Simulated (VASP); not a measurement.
Input and output of a VASP r²SCAN single-point calculation on Li₂O (strained measured structure)

INCAR

```
NELM = 120
NBANDS = 13
NSW = 0
ENCUT = 520
LREAL = .FALSE.
METAGGA = R2SCAN
ISMEAR = 0
LCHARG = .FALSE.
PREC = Accurate
EDIFF = 1E-7
LWAVE = .FALSE.
IBRION = -1
ALGO = Normal
ISIF = 2
SIGMA = 0.01
LASPH = .TRUE.
```

KPOINTS

```
KPOINTS created by Atomic Simulation Environment
0
Gamma
10 10 10
0 0 0
```

KPOINTS_OPT

```
special points
7
Reciprocal
0.0000000000 0.0000000000 0.0000000000 1
0.5000000000 0.0000000000 0.5000000000 1
0.6250000000 0.2500000000 0.6250000000 1
0.3750000000 0.3750000000 0.7500000000 1
0.5000000000 0.5000000000 0.5000000000 1
0.5000000000 0.2500000000 0.7500000000 1
0.0000000000 0.5000000000 0.5000000000 1
```

POSCAR

```
Li O
 1.0000000000000000
     0.0000000000000000    2.2321820759000000    2.2863690217000001
     2.2321820759000000    0.0000000000000000    2.2863690217000001
     2.2321820759000000    2.2321820759000000    0.0000000000000000
 Li  O
   2   1
Cartesian
  1.1160910379499998  1.1160910379499998  1.1431845108499998
  3.3482731138499995  3.3482731138499995  3.4295535325499995
  0.0000000000000000  0.0000000000000000  0.0000000000000000
```

VASP ran with the recommended PBE PAW datasets (12 valence electrons in the cell).

Command

```
mpirun -np 1 vasp_std
```

OSZICAR

```
N       E                     dE             d eps       ncg     rms          rms(c)
DAV:   1     0.424914358123E+02    0.42491E+02   -0.60602E+03  2660   0.104E+03
DAV:   2    -0.155127583251E+02   -0.58004E+02   -0.55418E+02  3226   0.234E+02
DAV:   3    -0.213864449200E+02   -0.58737E+01   -0.58155E+01  4942   0.538E+01
DAV:   4    -0.214357944271E+02   -0.49350E-01   -0.49346E-01  3041   0.690E+00
DAV:   5    -0.214361043098E+02   -0.30988E-03   -0.30988E-03  3866   0.434E-01    0.681E+00
DAV:   6    -0.166938579366E+02    0.47422E+01   -0.44780E+00  3074   0.126E+01    0.203E+00
DAV:   7    -0.167780031791E+02   -0.84145E-01   -0.23024E-01  2847   0.359E+00    0.158E+00
DAV:   8    -0.168144168917E+02   -0.36414E-01   -0.16820E-01  2735   0.332E+00    0.862E-01
DAV:   9    -0.168051277390E+02    0.92892E-02   -0.12219E-01  3022   0.224E+00    0.437E-01
DAV:  10    -0.168019451518E+02    0.31826E-02   -0.94520E-03  2982   0.607E-01    0.134E-01
DAV:  11    -0.168016137467E+02    0.33141E-03   -0.10777E-03  3302   0.266E-01    0.107E-02
DAV:  12    -0.168016143798E+02   -0.63308E-06   -0.18855E-05  3554   0.365E-02    0.597E-03
DAV:  13    -0.168016195149E+02   -0.51351E-05   -0.30300E-06  3102   0.142E-02    0.338E-03
DAV:  14    -0.168016211995E+02   -0.16846E-05   -0.81865E-07  3337   0.608E-03    0.129E-04
DAV:  15    -0.168016224593E+02   -0.12597E-05   -0.11610E-08  1911   0.111E-03    0.646E-05
DAV:  16    -0.168016232660E+02   -0.80672E-06   -0.82589E-10  1586   0.299E-04    0.110E-05
DAV:  17    -0.168016234413E+02   -0.17529E-06   -0.82312E-11  1486   0.869E-05    0.639E-06
DAV:  18    -0.168016234344E+02    0.69351E-08   -0.21239E-11  1471   0.417E-05
   1 F= -.16801623E+02 E0= -.16801623E+02  d E =0.000000E+00
       N       E                     dE             ncg
DAV:   1     0.105272283864E+04   -0.41639E+04      182
DAV:   2     0.681044804466E+03   -0.37168E+03      227
DAV:   3     0.638990993111E+03   -0.42054E+02      314
DAV:   4     0.638431188702E+03   -0.55980E+00      222
DAV:   5     0.638428002558E+03   -0.31861E-02      258
DAV:   6     0.638427965162E+03   -0.37396E-04      222
DAV:   7     0.638427964537E+03   -0.62462E-06      263
DAV:   8     0.638427964528E+03   -0.92714E-08      185
```

From OUTCAR

```
k-points           NKPTS =    102   k-points in BZ     NKDIM =    102   number of bands    NBANDS=     13

   NELECT =      12.0000    total number of electrons

   dimension x,y,z NGX =    24 NGY =   24 NGZ =   24
   dimension x,y,z NGXF=    48 NGYF=   48 NGZF=   48

  energy-cutoff  :      520.00
  volume of cell :       22.78
      direct lattice vectors                 reciprocal lattice vectors
     0.000000000  2.232182076  2.286369022    -0.223996064  0.223996064  0.218687358
     2.232182076  0.000000000  2.286369022     0.223996064 -0.223996064  0.218687358
     2.232182076  2.232182076  0.000000000     0.223996064  0.223996064 -0.218687358

 k-points in reciprocal lattice and weights: KPOINTS created by Atomic Simulation Env
   0.00000000  0.00000000  0.00000000       0.001
   0.10000000 -0.00000000  0.00000000       0.008
   0.20000000 -0.00000000  0.00000000       0.008
   0.30000000  0.00000000  0.00000000       0.008
   0.40000000  0.00000000  0.00000000       0.008
   0.50000000 -0.00000000  0.00000000       0.004
   0.10000000  0.10000000  0.00000000       0.002
   0.20000000  0.10000000  0.00000000       0.008
   ...

 E-fermi :   1.6702

 k-point     1 :       0.0000    0.0000    0.0000
  band No.  band energies     occupation
      1     -42.8547      2.00000
      2     -42.4446      2.00000
      3     -15.1048      2.00000
      4       1.3301      2.00000
      5       1.4119      2.00000
      6       1.4119      2.00000
      7       8.1646      0.00000
      8      14.9018      0.00000
      9      14.9019      0.00000
     10      15.1380      0.00000
     11      21.8941      0.00000
     12      22.7731      0.00000
     13      22.7733      0.00000

 k-point     2 :       0.1000   -0.0000    0.0000
  band No.  band energies     occupation
      1     -42.8427      2.00000
      2     -42.4530      2.00000
      3     -15.0874      2.00000
      4       1.0381      2.00000
      5       1.3048      2.00000
      6       1.3648      2.00000
      7       8.4209      0.00000
      8      14.9657      0.00000
      9      15.0775      0.00000
     10      15.2735      0.00000
     11      20.9010      0.00000
     12      21.5010      0.00000
     13      22.9353      0.00000

 k-point     3 :       0.2000   -0.0000    0.0000
  band No.  band energies     occupation
      1     -42.8087      2.00000
      2     -42.4777      2.00000
      3     -15.0410      2.00000
      4       0.2332      2.00000
      5       1.1609      2.00000
      6       1.2468      2.00000
      7       9.0953      0.00000
      8      14.9672      0.00000
      9      15.4118      0.00000
     10      15.4727      0.00000
     11      19.9888      0.00000
     12      20.3451      0.00000
     13      23.9953      0.00000

 k-point     4 :       0.3000    0.0000    0.0000
  band No.  band energies     occupation
      1     -42.7575      2.00000
      2     -42.5175      2.00000
      3     -14.9800      2.00000
      4      -0.6422      2.00000
      5       0.9978      2.00000
      6       1.1101      2.00000
      7      10.0528      0.00000
      8      14.6209      0.00000
      9      15.3027      0.00000
     10      15.4556      0.00000
     11      20.2454      0.00000
     12      20.3191      0.00000
     13      25.3981      0.00000

 k-point     5 :       0.4000    0.0000    0.0000
  band No.  band energies     occupation
      1     -42.6958      2.00000
      2     -42.5699      2.00000
      3     -14.9270      2.00000
      4      -1.2822      2.00000
      5       0.8737      2.00000
      6       1.0061      2.00000
      7      11.1795      0.00000
      8      13.8569      0.00000
      9      14.9181      0.00000
     10      15.2143      0.00000
     11      21.1409      0.00000
     12      21.2063      0.00000
     13      26.7035      0.00000

 k-point     6 :       0.5000   -0.0000    0.0000
  band No.  band energies     occupation
      1     -42.6321      2.00000
      2     -42.6301      2.00000
      3     -14.9060      2.00000
      4      -1.5146      2.00000
      5       0.8280      2.00000
      6       0.9678      2.00000
      7      12.0160      0.00000
      8      13.1241      0.00000
      9      14.7462      0.00000
     10      15.0832      0.00000
     11      21.6761      0.00000
     12      21.7608      0.00000
     13      27.3061      0.00000

 k-point     7 :       0.1000    0.1000    0.0000
  band No.  band energies     occupation
      1     -42.8408      2.00000
      2     -42.4540      2.00000
      3     -15.0856      2.00000
      4       1.0869      2.00000
      5       1.2537      2.00000
      6       1.2537      2.00000
      7       8.4417      0.00000
      8      15.0551      0.00000
      9      15.0552      0.00000
     10      15.4635      0.00000
     11      19.2941      0.00000
     12      23.4589      0.00000
     13      23.4591      0.00000

 k-point     8 :       0.2000    0.1000    0.0000
  band No.  band energies     occupation
      1     -42.8164      2.00000
      2     -42.4709      2.00000
      3     -15.0517      2.00000
      4       0.5122      2.00000
      5       1.0865      2.00000
      6       1.1703      2.00000
      7       8.8581      0.00000
      8      15.0941      0.00000
      9      15.2879      0.00000
     10      15.9076      0.00000
     11      18.2734      0.00000
     12      22.7312      0.00000
     13      24.2752      0.00000

 k-point     9 :       0.3000    0.1000    0.0000
  band No.  band energies     occupation
      1     -42.7735      2.00000
      2     -42.5031      2.00000
      3     -14.9973      2.00000
      4      -0.3207      2.00000
      5       0.9330      2.00000
      6       1.0357      2.00000
      7       9.5845      0.00000
      8      14.6954      0.00000
      9      15.4496      0.00000
     10      16.1435      0.00000
     11      18.4820      0.00000
     12      22.1911      0.00000
     13      25.3026      0.00000

 k-point    10 :       0.4000    0.1000    0.0000
  band No.  band energies     occupation
      1     -42.7179      2.00000
      2     -42.5486      2.00000
      3     -14.9406      2.00000
      4      -1.0353      2.00000
      5       0.8487      2.00000
      6       0.8616      2.00000
      7      10.5147      0.00000
      8      14.0301      0.00000
      9      15.3876      0.00000
     10      15.8210      0.00000
     11      19.7614      0.00000
     12      22.2631      0.00000
     13      26.3944      0.00000

 k-point    11 :       0.5000    0.1000    0.0000
  band No.  band energies     occupation
      1     -42.6565      2.00000
      2     -42.6045      2.00000
      3     -14.9055      2.00000
      4      -1.4138      2.00000
      5       0.7131      2.00000
      6       0.8593      2.00000
      7      11.3672      0.00000
      8      13.4010      0.00000
      9      15.3051      0.00000
     10      15.4238      0.00000
     11      21.2178      0.00000
     12      21.9834      0.00000
     13      27.2162      0.00000

 k-point    12 :      -0.4000    0.1000    0.0000
  band No.  band energies     occupation
      1     -42.6661      2.00000
      2     -42.5959      2.00000
      3     -14.9086      2.00000
      4      -1.3563      2.00000
      5       0.6415      2.00000
      6       0.9586      2.00000
      7      11.2771      0.00000
      8      13.5131      0.00000
      9      15.3320      0.00000
     10      15.4462      0.00000
     11      20.7109      0.00000
     12      22.0877      0.00000
     13      27.0743      0.00000

 k-point    13 :      -0.3000    0.1000    0.0000
  band No.  band energies     occupation
      1     -42.7276      2.00000
      2     -42.5418      2.00000
      3     -14.9483      2.00000
      4      -0.8800      2.00000
      5       0.6722      2.00000
      6       1.1139      2.00000
      7      10.3898      0.00000
      8      14.2188      0.00000
      9      15.4257      0.00000
     10      15.8623      0.00000
     11      19.1600      0.00000
     12      22.1212      0.00000
     13      26.0492      0.00000

 k-point    14 :      -0.2000    0.1000    0.0000
  band No.  band energies     occupation
      1     -42.7820      2.00000
      2     -42.4982      2.00000
      3     -15.0059      2.00000
      4      -0.1191      2.00000
      5       0.8037      2.00000
      6       1.2717      2.00000
      7       9.4890      0.00000
      8      14.8295      0.00000
      9      15.3656      0.00000
     10      16.0660      0.00000
     11      18.4908      0.00000
     12      21.9005      0.00000
     13      24.8671      0.00000

 ...

  Total        0.9583559      0.9583559      0.2885104      0.0000000      0.0000000     -0.0000000
  in kB       67.3909951     67.3909951     20.2878717      0.0000000      0.0000000     -0.0000000
  external PRESSURE =      51.6899539 kB  Pullay stress =       0.0000000 kB

 POSITION                                       TOTAL-FORCE (eV/Angst)
 -----------------------------------------------------------------------------------
      1.11609      1.11609      1.14318        -0.000000     -0.000000      0.000000
      3.34827      3.34827      3.42955         0.000000      0.000000     -0.000000
      0.00000      0.00000      0.00000        -0.000000      0.000000     -0.000000
 -----------------------------------------------------------------------------------
    total drift:                               -0.000000      0.000000      0.000000

  FREE ENERGIE OF THE ION-ELECTRON SYSTEM (eV)
  ---------------------------------------------------
  free  energy   TOTEN  =       -16.8016234344 eV

  energy  without entropy=      -16.8016234344  energy(sigma->0) =      -16.80162343
```

- gap between bands v and c: 5.76 eV
- least direct gap: 6.75 eV
- pressure: 5.2 GPa

Band v is the last that the valence electrons fill when counted band by band, and c is the next.

The run took about 84 s on one core of a shared host (Intel Xeon Platinum 8488C) and held 0.17 GiB at most.
